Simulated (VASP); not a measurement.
# CdTe in VASP: one cell, several levels of theory

What does VASP give for zincblende CdTe, under +3.0 % strain along z alone, the cell held fixed? Runs: PBE, r2SCAN. The results are then set beside those of Ansatz 0.2.0 for the same cell.

Code: VASP 6.6.1. PAW datasets, plane waves. Spin-unpolarised throughout; all numbers are computed.

## (1) The system as given

The cell comes from an earlier relaxation with r2SCAN in another program, then strained, with the atoms relaxed again.

Space group I-4m2 (No. 119), tetragonal; a = 4.639 Å, c = 6.757 Å in the conventional setting, 36.34 Å³ an atom. Near Cd stand 4 Te at 2.87 Å; near Te stand 4 Cd at 2.87 Å.

As a file:

```cif
data_structure
_symmetry_space_group_name_H-M 'I-4m2'
_symmetry_Int_Tables_number 119
_cell_length_a 4.6386
_cell_length_b 4.6386
_cell_length_c 6.7567
_cell_angle_alpha 90.000
_cell_angle_beta 90.000
_cell_angle_gamma 90.000
_cell_volume 145.38
loop_
_atom_site_label
_atom_site_type_symbol
_atom_site_symmetry_multiplicity
_atom_site_Wyckoff_symbol
_atom_site_fract_x
_atom_site_fract_y
_atom_site_fract_z
_atom_site_occupancy
Cd1 Cd 2 a 0.00000 0.00000 0.00000 1
Te1 Te 2 d 0.50000 0.00000 0.25000 1
```

## (2) PBE

INCAR

```
ENCUT = 520.000000
SIGMA = 0.020000
EDIFF = 1.00e-07
GGA = PE
PREC = Accurate
IBRION = -1
ISIF = 2
ISMEAR = -1
NBANDS = 16
NELM = 120
NSW = 0
LASPH = .TRUE.
LCHARG = .FALSE.
LWAVE = .FALSE.
LREAL = .FALSE.
```

KPOINTS

```
KPOINTS created by Atomic Simulation Environment
0
Gamma
6 6 6
0 0 0
```

KPOINTS_OPT

```
special points
6
Reciprocal
0.0000000000 0.0000000000 0.0000000000 1
-0.5000000000 -0.5000000000 0.0000000000 1
-0.3750000000 -0.3750000000 0.2500000000 1
-0.3750000000 0.0000000000 0.3750000000 1
0.0000000000 0.0000000000 0.5000000000 1
-0.5000000000 -0.2500000000 0.2500000000 1
```

POSCAR

```
Cd Te
 1.0000000000000000
     0.0000000000000000    3.2799551162000000    3.3783537696999999
     3.2799551162000000    0.0000000000000000    3.3783537696999999
     3.2799551162000000    3.2799551162000000    0.0000000000000000
 Cd  Te
   1   1
Cartesian
  0.0000000000000000  0.0000000000000000  0.0000000000000000
  1.6399775581000000  1.6399775581000000  1.6891768848500004
```

The run uses the recommended PBE PAW datasets (18 valence electrons a neutral cell).

Run with:

```console
mpirun -np 1 vasp_std
```

Printed to the terminal (iteration lines stand in OSZICAR):

```text
POSCAR found type information on POSCAR CdTe
 POSCAR found :  2 types and       2 ions
 LDA part: xc-table for (Slater+PW92), standard interpolation
 POSCAR, INCAR and KPOINTS ok, starting setup
 FFT: planning ... GRIDC
 FFT: planning ... GRID_SOFT
 FFT: planning ... GRID
 WAVECAR not read
 entering main loop
 Start KPOINTS_OPT (optional k-point list driver)
k-point batch [1-6\6]
```

OSZICAR:

```text
N       E                     dE             d eps       ncg     rms          rms(c)
DAV:   1     0.965612727946E+02    0.96561E+02   -0.82694E+03   984   0.966E+02
DAV:   2    -0.140296124355E+01   -0.97964E+02   -0.93230E+02  1144   0.230E+02
DAV:   3    -0.500766163016E+01   -0.36047E+01   -0.35996E+01  1152   0.453E+01
DAV:   4    -0.504212774105E+01   -0.34466E-01   -0.34465E-01  1504   0.388E+00
DAV:   5    -0.504221198716E+01   -0.84246E-04   -0.84246E-04  1248   0.182E-01    0.489E+00
DAV:   6    -0.481870429293E+01    0.22351E+00   -0.37855E-01  1120   0.697E+00    0.411E+00
DAV:   7    -0.480342149398E+01    0.15283E-01   -0.10187E-01  1136   0.203E+00    0.163E+00
DAV:   8    -0.480441178601E+01   -0.99029E-03   -0.98821E-03  1080   0.110E+00    0.442E-01
DAV:   9    -0.480477200984E+01   -0.36022E-03   -0.98524E-04  1184   0.310E-01    0.950E-02
DAV:  10    -0.480482900644E+01   -0.56997E-04   -0.10886E-04  1216   0.101E-01    0.549E-02
DAV:  11    -0.480487193170E+01   -0.42925E-04   -0.82371E-05  1112   0.532E-02    0.368E-02
DAV:  12    -0.480487104002E+01    0.89168E-06   -0.31367E-06  1232   0.128E-02    0.212E-02
DAV:  13    -0.480487089464E+01    0.14538E-06   -0.74323E-07  1224   0.391E-03    0.117E-02
DAV:  14    -0.480487101852E+01   -0.12388E-06   -0.68273E-07  1176   0.438E-03    0.626E-03
DAV:  15    -0.480487105633E+01   -0.37812E-07   -0.52679E-08  1016   0.192E-03
   1 F= -.48048711E+01 E0= -.48048711E+01  d E =-.112568E-07
       N       E                     dE             ncg
DAV:   1     0.726038093816E+03   -0.23963E+04      192
DAV:   2     0.117212851555E+03   -0.60883E+03      232
DAV:   3     0.961759463008E+02   -0.21037E+02      240
DAV:   4     0.959793138397E+02   -0.19663E+00      296
DAV:   5     0.959788675638E+02   -0.44628E-03      248
DAV:   6     0.959788583661E+02   -0.91977E-05      296
DAV:   7     0.959788582596E+02   -0.10645E-06      224
DAV:   8     0.959788582559E+02   -0.37903E-08      224
```

The lines after F= are the extra pass for the points of KPOINTS_OPT, at fixed density; their E is not a total energy.

From OUTCAR:

```text
k-points           NKPTS =     30   k-points in BZ     NKDIM =     30   number of bands    NBANDS=     16

   NELECT =      18.0000    total number of electrons

   dimension x,y,z NGX =    36 NGY =   36 NGZ =   36
   dimension x,y,z NGXF=    72 NGYF=   72 NGZF=   72

  energy-cutoff  :      520.00
  volume of cell :       72.69
      direct lattice vectors                 reciprocal lattice vectors
     0.000000000  3.279955116  3.378353770    -0.152441110  0.152441110  0.148001078
     3.279955116  0.000000000  3.378353770     0.152441110 -0.152441110  0.148001078
     3.279955116  3.279955116  0.000000000     0.152441110  0.152441110 -0.148001078

 k-points in reciprocal lattice and weights: KPOINTS created by Atomic Simulation Env
   0.00000000  0.00000000  0.00000000       0.005
   0.16666667  0.00000000  0.00000000       0.037
   0.33333333  0.00000000  0.00000000       0.037
   0.50000000  0.00000000  0.00000000       0.019
   0.16666667  0.16666667  0.00000000       0.009
   0.33333333  0.16666667  0.00000000       0.037
   0.50000000  0.16666667  0.00000000       0.037
  -0.33333333  0.16666667  0.00000000       0.037
[... 22 more k-points ...]

 E-fermi :   2.0821

 k-point     1 :       0.0000    0.0000    0.0000
  band No.  band energies     occupation
      1      -9.0411      2.00000
      2      -6.3151      2.00000
      3      -6.3078      2.00000
      4      -6.3078      2.00000
      5      -6.0972      2.00000
      6      -6.0952      2.00000
      7       1.7105      2.00000
      8       1.8068      2.00000
      9       1.8068      2.00000
     10       2.3436      0.00000
     11       6.4140      0.00000
     12       6.4140      0.00000
     13       6.4249      0.00000
     14       9.1452      0.00000
     15      10.8010      0.00000
     16      11.2121      0.00000

 k-point     2 :       0.1667    0.0000    0.0000
  band No.  band energies     occupation
      1      -8.9558      2.00000
      2      -6.2976      2.00000
      3      -6.2924      2.00000
      4      -6.2337      2.00000
      5      -6.0969      2.00000
      6      -6.0967      2.00000
      7       0.1169      2.00000
      8       1.5345      2.00000
      9       1.6191      2.00000
     10       3.4685      0.00000
     11       6.4490      0.00000
     12       6.7349      0.00000
     13       6.7377      0.00000
     14      10.0092      0.00000
     15      10.2214      0.00000
     16      10.3259      0.00000

 k-point     3 :       0.3333    0.0000    0.0000
  band No.  band energies     occupation
      1      -8.7862      2.00000
      2      -6.2717      2.00000
      3      -6.2656      2.00000
      4      -6.0953      2.00000
      5      -6.0928      2.00000
      6      -5.9917      2.00000
      7      -1.5518      2.00000
      8       1.1805      2.00000
      9       1.3006      2.00000
     10       3.6123      0.00000
     11       6.9390      0.00000
     12       7.0641      0.00000
     13       7.8646      0.00000
     14       9.8332      0.00000
     15      10.5754      0.00000
     16      10.6062      0.00000

 k-point     4 :       0.5000    0.0000    0.0000
  band No.  band energies     occupation
      1      -8.7034      2.00000
      2      -6.2617      2.00000
      3      -6.2548      2.00000
      4      -6.0916      2.00000
      5      -6.0862      2.00000
      6      -5.7943      2.00000
      7      -2.2886      2.00000
      8       1.0256      2.00000
      9       1.1611      2.00000
     10       3.5180      0.00000
     11       6.9107      0.00000
     12       7.0626      0.00000
     13       8.7825      0.00000
     14      10.1949      0.00000
     15      11.8387      0.00000
     16      11.9898      0.00000

 k-point     5 :       0.1667    0.1667    0.0000
  band No.  band energies     occupation
      1      -8.9309      2.00000
      2      -6.2772      2.00000
      3      -6.2772      2.00000
      4      -6.2356      2.00000
      5      -6.1057      2.00000
      6      -6.0897      2.00000
      7       0.0264      2.00000
      8       1.2947      2.00000
      9       1.2947      2.00000
     10       4.0391      0.00000
     11       5.6211      0.00000
     12       7.2813      0.00000
     13       7.2813      0.00000
     14       8.8376      0.00000
     15      10.7059      0.00000
     16      11.4350      0.00000

[... the tables of k-points 6 to 30 left out ...]

  Total        0.0762586      0.0762586     -0.1576869      0.0000000      0.0000000      0.0000000
  in kB        1.6808488      1.6808488     -3.4756431      0.0000000      0.0000000      0.0000000
  external PRESSURE =      -0.0379818 kB  Pullay stress =       0.0000000 kB

 POSITION                                       TOTAL-FORCE (eV/Angst)
 -----------------------------------------------------------------------------------
      0.00000      0.00000      0.00000        -0.000000     -0.000000      0.000000
      1.63998      1.63998      1.68918         0.000000      0.000000     -0.000000
 -----------------------------------------------------------------------------------
    total drift:                               -0.000001     -0.000001     -0.000000

  FREE ENERGIE OF THE ION-ELECTRON SYSTEM (eV)
  ---------------------------------------------------
  free  energy   TOTEN  =        -4.8048710563 eV

  energy  without entropy=       -4.8048710451  energy(sigma->0) =       -4.80487105
```

Hardware: 1 MPI rank of Intel Xeon Platinum 8488C, shared host.

The levels at the points of KPOINTS_OPT are read from vasprun.xml.

Near the gap, in eV above the top of the last filled band v; c is the band after it:

| point | v−1 | v | c | c+1 |
| --- | --- | --- | --- | --- |
| Γ | 0.00 | 0.00 | 0.54 | 4.61 |
| X | -1.60 | -1.60 | 2.78 | 2.78 |
| U | -2.30 | -1.32 | 2.99 | 4.51 |
| K | -2.30 | -1.43 | 2.83 | 4.34 |
| L | -0.78 | -0.65 | 1.71 | 5.10 |
| W | -2.09 | -1.97 | 4.04 | 4.71 |

The PBE gap is 0.54 eV, direct at Γ. The pressure is 0.00 GPa; the forces vanish within 0.01 eV/Å.

## (3) Single point with r2SCAN

INCAR

```
ENCUT = 520.000000
SIGMA = 0.010000
EDIFF = 1.00e-07
ALGO = Normal
METAGGA = R2SCAN
PREC = Accurate
IBRION = -1
ISIF = 2
ISMEAR = 0
NBANDS = 16
NELM = 120
NSW = 0
LASPH = .TRUE.
LCHARG = .FALSE.
LWAVE = .FALSE.
LREAL = .FALSE.
```

KPOINTS is that of step 2.

KPOINTS_OPT is that of step 2.

POSCAR is that of step 2.

Run with:

```console
mpirun -np 1 vasp_std
```

Printed to the terminal (iteration lines stand in OSZICAR):

```text
POSCAR found type information on POSCAR CdTe
 POSCAR found :  2 types and       2 ions
 -----------------------------------------------------------------------------
|                                                                             |
|                                                                             |
|     You enforced a specific xc type in the INCAR file but a different       |
|     I HOPE YOU KNOW WHAT YOU ARE DOING!                                     |
|                                                                             |
 -----------------------------------------------------------------------------

 LDA part: xc-table for (None), standard interpolation
 POSCAR, INCAR and KPOINTS ok, starting setup
 FFT: planning ... GRIDC
 FFT: planning ... GRID_SOFT
 FFT: planning ... GRID
 WAVECAR not read
 entering main loop
 Start KPOINTS_OPT (optional k-point list driver)
k-point batch [1-6\6]
```

OSZICAR:

```text
N       E                     dE             d eps       ncg     rms          rms(c)
DAV:   1     0.521222613992E+02    0.52122E+02   -0.83997E+03   992   0.986E+02
DAV:   2    -0.475417878301E+02   -0.99664E+02   -0.94735E+02  1136   0.234E+02
DAV:   3    -0.511971791471E+02   -0.36554E+01   -0.36503E+01  1160   0.462E+01
DAV:   4    -0.512249950919E+02   -0.27816E-01   -0.27814E-01  1456   0.371E+00
DAV:   5    -0.512252047201E+02   -0.20963E-03   -0.20963E-03  1224   0.235E-01    0.478E+00
DAV:   6    -0.466479356198E+02    0.45773E+01   -0.29121E+00   976   0.207E+01    0.640E+00
DAV:   7    -0.466164758951E+02    0.31460E-01   -0.11129E-01  1240   0.350E+00    0.425E+00
DAV:   8    -0.466286321544E+02   -0.12156E-01   -0.82912E-02  1128   0.295E+00    0.875E-01
DAV:   9    -0.466325616493E+02   -0.39295E-02   -0.76728E-03  1288   0.674E-01    0.349E-01
DAV:  10    -0.466323375750E+02    0.22407E-03   -0.21287E-03  1144   0.487E-01    0.640E-02
DAV:  11    -0.466323344167E+02    0.31583E-05   -0.11063E-04  1280   0.139E-01    0.445E-02
DAV:  12    -0.466323516933E+02   -0.17277E-04   -0.69176E-05  1160   0.101E-01    0.251E-02
DAV:  13    -0.466323460481E+02    0.56452E-05   -0.15690E-05  1168   0.508E-02    0.772E-03
DAV:  14    -0.466323463312E+02   -0.28314E-06   -0.40514E-07  1216   0.523E-03    0.598E-03
DAV:  15    -0.466323460592E+02    0.27199E-06   -0.99138E-08   808   0.405E-03    0.329E-03
DAV:  16    -0.466323460879E+02   -0.28707E-07   -0.11025E-07   800   0.390E-03
   1 F= -.46632346E+02 E0= -.46632346E+02  d E =-.162511E-17
       N       E                     dE             ncg
DAV:   1     0.698578012055E+03   -0.24237E+04      192
DAV:   2     0.701221833446E+02   -0.62846E+03      240
DAV:   3     0.484882812734E+02   -0.21634E+02      256
DAV:   4     0.483216732646E+02   -0.16661E+00      272
DAV:   5     0.483206062358E+02   -0.10670E-02      272
DAV:   6     0.483205719317E+02   -0.34304E-04      256
DAV:   7     0.483205707721E+02   -0.11596E-05      240
DAV:   8     0.483205707262E+02   -0.45958E-07      216
```

Parts of OUTCAR:

```text
k-points           NKPTS =     30   k-points in BZ     NKDIM =     30   number of bands    NBANDS=     16

   NELECT =      18.0000    total number of electrons

   dimension x,y,z NGX =    36 NGY =   36 NGZ =   36
   dimension x,y,z NGXF=    72 NGYF=   72 NGZF=   72

  energy-cutoff  :      520.00
  volume of cell :       72.69
      direct lattice vectors                 reciprocal lattice vectors
     0.000000000  3.279955116  3.378353770    -0.152441110  0.152441110  0.148001078
     3.279955116  0.000000000  3.378353770     0.152441110 -0.152441110  0.148001078
     3.279955116  3.279955116  0.000000000     0.152441110  0.152441110 -0.148001078

 k-points in reciprocal lattice and weights: KPOINTS created by Atomic Simulation Env
   0.00000000  0.00000000  0.00000000       0.005
   0.16666667  0.00000000  0.00000000       0.037
   0.33333333  0.00000000  0.00000000       0.037
   0.50000000  0.00000000  0.00000000       0.019
   0.16666667  0.16666667  0.00000000       0.009
   0.33333333  0.16666667  0.00000000       0.037
   0.50000000  0.16666667  0.00000000       0.037
  -0.33333333  0.16666667  0.00000000       0.037
[... 22 more k-points ...]

 E-fermi :   1.6120

 k-point     1 :       0.0000    0.0000    0.0000
  band No.  band energies     occupation
      1      -9.6315      2.00000
      2      -6.8433      2.00000
      3      -6.8357      2.00000
      4      -6.8357      2.00000
      5      -6.6043      2.00000
      6      -6.6034      2.00000
      7       1.4566      2.00000
      8       1.5562      2.00000
      9       1.5562      2.00000
     10       2.5779      0.00000
     11       6.5929      0.00000
     12       6.5929      0.00000
     13       6.6082      0.00000
     14       9.3269      0.00000
     15      11.0148      0.00000
     16      11.4401      0.00000

 k-point     2 :       0.1667    0.0000    0.0000
  band No.  band energies     occupation
      1      -9.5432      2.00000
      2      -6.8248      2.00000
      3      -6.8193      2.00000
      4      -6.7549      2.00000
      5      -6.6049      2.00000
      6      -6.6040      2.00000
      7      -0.0720      2.00000
      8       1.2793      2.00000
      9       1.3666      2.00000
     10       3.6289      0.00000
     11       6.5954      0.00000
     12       6.9231      0.00000
     13       6.9250      0.00000
     14      10.1951      0.00000
     15      10.4380      0.00000
     16      10.5172      0.00000

 k-point     3 :       0.3333    0.0000    0.0000
  band No.  band energies     occupation
      1      -9.3682      2.00000
      2      -6.7967      2.00000
      3      -6.7903      2.00000
      4      -6.6034      2.00000
      5      -6.6000      2.00000
      6      -6.4932      2.00000
      7      -1.8219      2.00000
      8       0.9174      2.00000
      9       1.0415      2.00000
     10       3.7726      0.00000
     11       7.1046      0.00000
     12       7.2390      0.00000
     13       8.0307      0.00000
     14       9.9883      0.00000
     15      10.8025      0.00000
     16      10.8453      0.00000

 k-point     4 :       0.5000    0.0000    0.0000
  band No.  band energies     occupation
      1      -9.2831      2.00000
      2      -6.7855      2.00000
      3      -6.7784      2.00000
      4      -6.5997      2.00000
      5      -6.5933      2.00000
      6      -6.2809      2.00000
      7      -2.5980      2.00000
      8       0.7581      2.00000
      9       0.8984      2.00000
     10       3.6702      0.00000
     11       7.0577      0.00000
     12       7.2178      0.00000
     13       8.8621      0.00000
     14      10.4860      0.00000
     15      12.1538      0.00000
     16      12.3181      0.00000

 k-point     5 :       0.1667    0.1667    0.0000
  band No.  band energies     occupation
      1      -9.5175      2.00000
      2      -6.8031      2.00000
      3      -6.8031      2.00000
      4      -6.7561      2.00000
      5      -6.6129      2.00000
      6      -6.5975      2.00000
      7      -0.1458      2.00000
      8       1.0368      2.00000
      9       1.0368      2.00000
     10       4.1846      0.00000
     11       5.7428      0.00000
     12       7.4908      0.00000
     13       7.4908      0.00000
     14       8.9612      0.00000
     15      10.9628      0.00000
     16      11.6745      0.00000

[... the tables of k-points 6 to 30 left out ...]

  Total       -0.3983360     -0.3983360     -0.6504249      0.0000000     -0.0000000     -0.0000000
  in kB       -8.7798937     -8.7798937    -14.3362924      0.0000000     -0.0000000     -0.0000000
  external PRESSURE =     -10.6320266 kB  Pullay stress =       0.0000000 kB

 POSITION                                       TOTAL-FORCE (eV/Angst)
 -----------------------------------------------------------------------------------
      0.00000      0.00000      0.00000        -0.000000     -0.000000      0.000000
      1.63998      1.63998      1.68918         0.000000      0.000000     -0.000000
 -----------------------------------------------------------------------------------
    total drift:                               -0.000002     -0.000002      0.000000

  FREE ENERGIE OF THE ION-ELECTRON SYSTEM (eV)
  ---------------------------------------------------
  free  energy   TOTEN  =       -46.6323460879 eV

  energy  without entropy=      -46.6323460879  energy(sigma->0) =      -46.63234609
```

Hardware: 1 MPI rank of Intel Xeon Platinum 8488C, shared host.

The levels at the points of KPOINTS_OPT are read from vasprun.xml.

Levels at the named points, in eV from the top of band v (v: the last filled band by count, c: the next):

| point | v−1 | v | c | c+1 |
| --- | --- | --- | --- | --- |
| Γ | 0.00 | 0.00 | 1.02 | 5.04 |
| X | -1.64 | -1.64 | 3.06 | 3.10 |
| U | -2.36 | -1.35 | 3.33 | 4.86 |
| K | -2.36 | -1.47 | 3.15 | 4.68 |
| L | -0.80 | -0.66 | 2.11 | 5.50 |
| W | -2.15 | -2.01 | 4.46 | 4.97 |

Gap with r2SCAN: 1.02 eV, direct (Γ). Pressure: -1.06 GPa; the forces vanish within 0.01 eV/Å.

## (4) Results

| level | gap (eV) | pressure (GPa) | Ansatz: gap (eV) | Ansatz: pressure (GPa) |
| --- | --- | --- | --- | --- |
| PBE | 0.54 | 0.00 | 0.54 | -0.10 |
| r2SCAN | 1.02 | -1.06 | 1.03 | -1.15 |

What this shows: The gap runs from 0.54 eV (PBE) to 1.02 eV (r2SCAN). Spin-orbit coupling is left out, though the cell holds Te (Z = 52); in an element this heavy it can shift bands and gaps by tenths of an eV. The pressure is highest with PBE (0.0 GPa) and lowest with r2SCAN (-1.1 GPa), which orders the cells that they would relax to. The two programs agree on the gap within 0.02 eV, far less than the spread between functionals. Each program uses its own PAW datasets and cutoff. VASP's cell holds 18 valence electrons and Ansatz's 36.
